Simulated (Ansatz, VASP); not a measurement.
# Zr: VASP beside Ansatz

```
CELL_PARAMETERS angstrom
3.23200 0.00000 0.00000
-1.61600 2.79899 0.00000
0.00000 0.00000 5.14700
ATOMIC_POSITIONS crystal
Zr 0.66667 0.33333 0.75000
Zr 0.33333 0.66667 0.25000
```

Alike in both runs: task single point; functional PBE; k mesh 9 × 9 × 5; occupations gaussian, width 0.021 eV; no spin polarisation.

```csv
,VASP,Ansatz
version,VASP 6.6.1,Ansatz 0.2.0
potentials or method,"VASP PAW PBE potentials, release 64 (Zr_sv), cutoff 520 eV","all-electron LAPW, scalar-relativistic"
```

```csv
,VASP,Ansatz,Ansatz less VASP
gap on the k mesh at the Fermi level (eV),none,none,-
pressure (GPa),0.6,0.6,+0.01
largest component of the traceless stress (GPa),0.73,0.73,+0.001
```

A gap of «none» marks a metal or a gap that the smearing closes. Ansatz ran all-electron here, so the differences hold the error of VASP's frozen core and of both bases.
